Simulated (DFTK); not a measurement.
Runs of DFTK 0.8.2 on MgS (Niningerite). The structure is cubic, space group Fm-3m (No. 225). The conventional cell has a = 5.203 Å, b = 5.203 Å, c = 5.203 Å, α = 90.00°, β = 90.00°, γ = 90.00°. S (site symmetry m-3m) is surrounded by 6 Mg at 2.60 Å. Mg (site symmetry m-3m) has 6 S at 2.60 Å as nearest neighbours. 

```csv
task,level,potentials or basis,cell,k mesh,cutoff (eV),valence electrons,SCF solver,gap on the mesh (eV),pressure (GPa),V0 of scaled cells (Å³/atom),B0 (GPa)
equation of state,PBEsol,SG15 1.2 (PBE),as given,6 × 6 × 6,1225,"Mg 10, S 6",-,-,-,17.54,78
single point,PBEsol,dojo.nc.sr.pbesol.v0_4_1.standard.upf (PBEsol),"atoms moved at random, drawn with an rms of 0.05 Å",9 × 9 × 9,1143,"Mg 10, S 6",-,2.83,-0.6,-,-
band structure,BJ06,"in-house norm-conserving set (r2SCAN, scalar relativistic)",as given,7 × 7 × 7,1143,"Mg 10, S 6",-,(b),-,-,-
equation of state,LDA,"cp2k.nc.sr.lda.v0_1.largecore.gth (LDA, GTH, large core)",as given,8 × 8 × 8,1116,"Mg 2, S 6",-,-,-,16.70,79
band structure,r2SCAN,SG15 1.2 (PBE),as given,6 × 6 × 6,1225,"Mg 10, S 6",ScfAndersonSolver,3.52,0.5,-,-
single point,PBEsol,dojo.nc.sr.pbesol.v0_4_1.standard.upf (PBEsol),as given,9 × 9 × 9,1143,"Mg 10, S 6",-,2.83,-0.9,-,-
band structure,LDA,"cp2k.nc.sr.lda.v0_1.largecore.gth (LDA, GTH, large core)",as given,9 × 9 × 9,1116,"Mg 2, S 6",-,(a),-3.9,-,-
band structure,PBEsol,"cp2k.nc.sr.pbe.v0_1.largecore.gth (PBE, GTH, large core)",as given,9 × 9 × 9,1116,"Mg 2, S 6",-,2.87,0.9,-,-
```

Alike in all rows: no spin polarisation; smearing fermi-dirac 0.05 eV.

Fill in the values left out.

(a) 2.72; (b) 3.26.

Caveats: the potentials were made for another functional, which shifts forces and pressure (some runs); the mesh misses the band edges, which the band path finds closer together (some runs); GTH potentials come without recommended cutoffs, and this one wasn't checked for convergence (some runs); this set keeps more shells in the core, which shifts pressures and gaps (some runs); an odd mesh through Γ misses points on the zone boundary, where band edges often lie (some runs); the program leaves the constant c of mgga_x_tb09 at 1, so the potential is Becke-Johnson's (BJ06) and not Tran and Blaha's, with levels but no total energy (some runs).

Runs at the PBE level aren't shown here.
